## Results and discussion

The cells of ZnSe below hold the same two atoms and differ in how their edges were strained. The ratio c/a compares the height of the cell with its in-plane edge. It equals $\sqrt{2}$, about 1.414, in the unstrained cubic crystal.

Strained two-atom cells of ZnSe, computed with Ansatz 0.2.0 using the HSE06 functional, PAW potentials, a plane-wave cutoff of 420 eV and a 6×6×6 k mesh, without spin polarisation or spin–orbit coupling. The atomic positions were relaxed with r2SCAN, and c/a refers to the conventional tetragonal cell.

| volume (Å³/atom) | c/a | shortest distance (Å) | band gap (eV) | least direct gap (eV) |
| --- | --- | --- | --- | --- |
| 21.509 | 1.4536 | 2.409 | 2.632 | 2.632 |
| 21.801 | 1.4438 | 2.420 | 2.581 | 2.581 |
| 23.248 | 1.4469 | 2.472 | 2.287 | 2.287 |
| 23.260 | 1.4476 | 2.472 | 2.284 | 2.284 |
| 23.289 | 1.4494 | 2.473 | 2.276 | 2.276 |
| 23.298 | 1.4500 | 2.474 | 2.274 | 2.274 |

### 1. How much does the gap change when only the volume changes?

It changes by about 45 meV for each per cent of volume, and a larger cell has the smaller gap. To see this, one must compare cells of nearly equal shape. The cells at 21.801 and 23.248 Å³/atom have almost the same c/a, and between them the gap falls by 0.29 eV while the volume grows by between 6 and 7 per cent.

### 2. Why does a larger cell have a smaller gap?

In every row both edges of the gap lie at Γ, the centre of the Brillouin zone, so the same two kinds of state are compared throughout. Bonding theory describes the top of the valence band as mostly Se p orbitals bonding with their Zn neighbours. The bottom of the conduction band is an antibonding combination of s orbitals. Longer bonds weaken the overlap in both kinds of state. The antibonding s level then sinks, while theory expects the p level to move less, and the gap narrows.

### 3. Can the table be read as a pressure series?

It cannot, because uniform pressure would leave c/a at its cubic value, and every row lies above it. In the two smallest cells both in-plane edges were shortened while c was held. In the four larger cells one edge, the one called c, was lengthened. The gap changes by 38 meV per per cent of volume along the first path and by 60 meV along the second, so volume alone does not fix it.

### 4. Why do the two paths differ?

Both paths raise c/a, and a taller cell turns the bonds towards the c axis. Theory then predicts that the three Se p levels at the valence top, equal in the cubic crystal, split. The p orbital along c points more directly at its neighbours, bonds more strongly and sinks, while the two in-plane p orbitals rise. The gap is measured from the highest filled level, so this splitting narrows it.

When two edges are shortened, the smaller volume widens the gap and the taller shape takes part of the gain back. When one edge is lengthened, volume and shape both narrow the gap, which makes that path steeper. The analysis printed after the text takes one volume slope for all rows, the mean of two found between cells of nearly equal shape, and leaves some 30 to 40 meV for shape in every row. Volume contributes 100 to 250 meV. The shape part is a remainder, counted from the cubic gap estimated in section 5, so it carries the uncertainty of that estimate. The split levels themselves are not in the table, and reading the remainder as their splitting rests on theory.

### 5. What gap would the unstrained crystal have?

Undoing the strain leads every row back to the same cubic volume, $V_0 = 22.72$ Å³/atom. Suppose that the gap $E$ follows a straight line in $\ln V$ along each path, with a fall $s$ per per cent of volume. The cubic gap is then

$$E_0 = E + s\,p, \qquad p = 100\,\ln(V/V_0).$$

From the compressed side, the row at 21.801 Å³/atom has $p = -4.1$:

$$E_0 = 2.581 - 0.038 \times 4.1 = 2.425\ \text{eV}.$$

From the stretched side, the row at 23.248 Å³/atom has $p = 2.3$:

$$E_0 = 2.287 + 0.060 \times 2.3 = 2.425\ \text{eV}.$$

Each slope comes only from rows on its own side, so the meeting of the two lines is a real test of the straight-line assumption. It is a single test, and a demanding one for the stretched side, where the slope rests on a spread of just 13 meV. For a cubic cell of volume $V_0$, which was not relaxed with HSE06 itself, the gap is therefore best quoted as 2.42 eV, uncertain by about 0.01 eV within this level of theory. This is not the gap at the equilibrium volume of HSE06. The runs report a pressure of 4.3 GPa at 21.801 Å³/atom and of only −0.23 GPa at 23.248 Å³/atom, which puts zero pressure roughly 2 % above $V_0$. A cell relaxed with HSE06 is then expected to have a gap about 0.09 eV smaller.

### 6. Would a strained light-emitting layer show the gaps of the compressed rows?

At the same level of theory and the same in-plane strain, its gap would be smaller. A ZnSe layer squeezed in the plane by its substrate is free to expand upwards, whereas here c was held at its cubic length. Shortening both in-plane edges by 1 % widens the gap by about 76 meV in the compressed rows, while lengthening one edge by 1 % costs about 60 meV in the stretched rows. The stresses of the stretched runs, though loosely converged, indicate how much taller such a layer grows. Between the rows at 23.248 and 23.289 Å³/atom the stress changes by 0.157 GPa along the stretched edge and by 0.085 GPa across it. In linear elasticity twice the second change divided by the first, about 1.1, is the growth in height in per cent for each per cent lost by both in-plane edges. Most of the widening should therefore vanish. The compressed rows are therefore no scale for reading the in-plane strain from the shift of the emission.

### 7. Which digits can be trusted?

As a forecast of experiment, a gap in this table is already off in its first decimal. The differences between rows, all computed with the same settings, deserve far more trust. The measured gap of ZnSe is roughly 2.8 eV at low temperature and 2.7 eV at room temperature, both recalled values. The low-temperature value is the fairer comparison for fixed atoms, and the estimate for the cubic cell in section 5 falls short of it by some 0.4 eV. Spin–orbit coupling, left out here, would raise the valence top and lower the computed gap by roughly another 0.1 eV, so it cannot account for the shortfall. In theory it shifts all these rows by nearly the same amount, because strain of this sign leaves the same kind of state on top, and the slopes survive.

Numerical output:

```
Undoing the strain:
     row  cubic volume in A3/atom  volume change in %  c/a above cubic in %
  21.509                    22.72              -5.344                 2.785
  21.801                    22.72              -4.059                 2.092
  23.248                    22.72               2.309                 2.311
   23.26                    22.72               2.362                 2.361
  23.289                    22.72                2.49                 2.488
  23.298                    22.72               2.529                  2.53
Fall of the gap from first to last row, eV: 0.358
Spread of the gap among the four stretched rows, meV: 12.99
Spread of the volume among the four stretched rows, %: 0.2151
Gap change per 1 % volume, two edges shortened, meV: -37.77
Gap change per 1 % volume, one edge stretched, meV: -60.44
Gap change per 1 % volume at nearly equal c/a, rows 21.801 and 23.248, meV: -45.77
Gap change per 1 % volume at nearly equal c/a, rows 21.509 and 23.298, meV: -44.81
Mean of these two, meV per 1 % volume: -45.29
Cubic gap reached from the compressed rows, eV: 2.425
Cubic gap reached from the stretched rows, eV: 2.425
Gap change from the cubic estimate:
     row  total in meV  volume part in meV  left for shape in meV
  21.509         207.2               248.7                 -41.47
  21.801         156.3               187.6                 -31.34
  23.248        -137.8              -103.4                  -34.4
   23.26        -140.8              -105.7                 -35.01
  23.289        -148.4              -111.4                 -37.05
  23.298        -150.8              -113.1                 -37.66
```
